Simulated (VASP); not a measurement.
# InSb in VASP: one cell, several levels of theory

InSb built on the zincblende prototype, under +4.0 % strain along z alone is computed at one geometry. Runs: PBE, r2SCAN.

The runs shown are made with VASP 6.6.1. PAW datasets, plane waves. Spin-unpolarised throughout; all numbers are computed.

### Step 1. The structure to begin with

The cell comes from an earlier relaxation with r2SCAN in another program, then strained, with the atoms relaxed again.

Space group I-4m2 (No. 119), tetragonal; conventional cell a = 4.638 Å, c = 6.821 Å, 36.68 Å³ an atom. Near In stand 4 Sb at 2.88 Å; near Sb stand 4 In at 2.88 Å.

As a file:

```cif
data_structure
_symmetry_space_group_name_H-M 'I-4m2'
_symmetry_Int_Tables_number 119
_cell_length_a 4.6379
_cell_length_b 4.6379
_cell_length_c 6.8214
_cell_angle_alpha 90.000
_cell_angle_beta 90.000
_cell_angle_gamma 90.000
_cell_volume 146.73
loop_
_atom_site_label
_atom_site_type_symbol
_atom_site_symmetry_multiplicity
_atom_site_Wyckoff_symbol
_atom_site_fract_x
_atom_site_fract_y
_atom_site_fract_z
_atom_site_occupancy
In1 In 2 a 0.00000 0.00000 0.00000 1
Sb1 Sb 2 d 0.50000 0.00000 0.25000 1
```

### Step 2. PBE at this geometry

Input file INCAR:

```
ENCUT = 520.000000
SIGMA = 0.020000
EDIFF = 1.00e-07
GGA = PE
PREC = Accurate
IBRION = -1
ISIF = 2
ISMEAR = -1
NBANDS = 16
NELM = 120
NSW = 0
LASPH = .TRUE.
LCHARG = .TRUE.
LELF = .TRUE.
LWAVE = .FALSE.
LREAL = .FALSE.
```

Input file KPOINTS:

```
KPOINTS created by Atomic Simulation Environment
0
Gamma
6 6 6
0 0 0
```

Input file KPOINTS_OPT:

```
special points
7
Reciprocal
0.0000000000 0.0000000000 0.0000000000 1
-0.5000000000 -0.5000000000 0.0000000000 1
-0.3750000000 -0.3750000000 0.2500000000 1
-0.3750000000 0.0000000000 0.3750000000 1
0.0000000000 0.0000000000 0.5000000000 1
-0.5000000000 -0.2500000000 0.2500000000 1
-0.0244140000 -0.0244140000 0.0000000000 1
```

Input file POSCAR:

```
In Sb
 1.0000000000000000
     0.0000000000000000    3.2795130174999998    3.4106935381999999
     3.2795130174999998    0.0000000000000000    3.4106935381999999
     3.2795130174999998    3.2795130174999998    0.0000000000000000
 In  Sb
   1   1
Cartesian
  0.0000000000000000  0.0000000000000000  0.0000000000000000
  1.6397565087499997  1.6397565087499997  1.7053467690999995
```

The run uses the recommended PBE PAW datasets (18 valence electrons a neutral cell).

On the command line:

```
mpirun -np 1 vasp_std
```

### Step 3. r2SCAN at this geometry

Input file INCAR:

```
ENCUT = 520.000000
SIGMA = 0.020000
EDIFF = 1.00e-07
ALGO = Normal
METAGGA = R2SCAN
PREC = Accurate
IBRION = -1
ISIF = 2
ISMEAR = -1
NBANDS = 16
NELM = 120
NSW = 0
LASPH = .TRUE.
LCHARG = .FALSE.
LWAVE = .FALSE.
LREAL = .FALSE.
```

KPOINTS is that of step 2.

KPOINTS_OPT is that of step 2.

POSCAR is that of step 2.

Before running it: what results should come out? Wanted: for each run, gap; pressure.

As calculated:

```
 level  gap (eV)  pressure (GPa)
   PBE     -0.02           -0.15
r2SCAN      0.00           -1.53
```

A negative gap is an overlap of bands.

In words: No gap over 0.02 eV opens at any of these levels. Spin-orbit coupling is left out, though the cell holds Sb (Z = 51); in an element this heavy it can shift bands and gaps by tenths of an eV. The pressure is highest with PBE (-0.2 GPa) and lowest with r2SCAN (-1.5 GPa), which orders the cells that they would relax to.
